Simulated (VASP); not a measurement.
Write the native input for VASP 6.6.1 that does the following.

```yaml
Task: single point
Functional: PBE
Potentials_or_basis: VASP PAW PBE potentials, release 64 (Ca_sv)
Cutoff: 520 eV
k_mesh: 10 × 10 × 10
Occupations: gaussian, width 0.1 eV
Spin: no spin polarisation
Dipole_correction: no
Further_INCAR_settings: ALGO = Fast; EDIFF = 1e-07; NBANDS = 22
```

The structure of Ca lies in POSCAR:

```
Ca
1.0
    5.3388585983      0.0000000000      0.0000000000
    0.0000000000      5.3388585983      0.0000000000
    0.0000000000      0.0000000000      5.3388585983
Ca
3
Direct
    0.5000000000      0.0000000000      0.0000000000
    0.0000000000      0.5000000000      0.0000000000
    0.0000000000      0.0000000000      0.5000000000
```

The cell was built by a generator and needn't be a form met in nature.

The cell isn't the ideal one: random cell by space group and Wyckoff sites (Pm-3m, No. 221).

The input as run:

INCAR

```
SYSTEM = Ca
ALGO = Fast ; EDIFF = 1E-7
ENCUT = 520 ; GGA = PE
ISIF = 2 ; ISMEAR = 0
LASPH = .True. ; LCHARG = .True.
LELF = .True. ; LREAL = .False.
LVHAR = .True. ; LWAVE = .False.
NBANDS = 22 ; NELM = 60
PREC = Accurate ; SIGMA = 0.1
```

KPOINTS

```
k-points
0
Gamma
  10 10 10
  0 0 0
```

Potentials or basis: VASP PAW PBE potentials, release 64 (Ca_sv).

Launch:

```sh
$ cat potpaw_PBE.64/Ca_sv/POTCAR > POTCAR
$ mpirun -np 1 vasp_std > vasp.out
```

Results of the run:

```json
{
 "Pressure": "0.0 GPa",
 "Band gap on the k mesh": "none (metal or under the smearing width)"
}
```

Wall time 3.3 min on 1 thread of Intel(R) Xeon(R) Platinum 8488C (Sapphire Rapids), with other jobs on the host, peak memory 0.32 GiB.
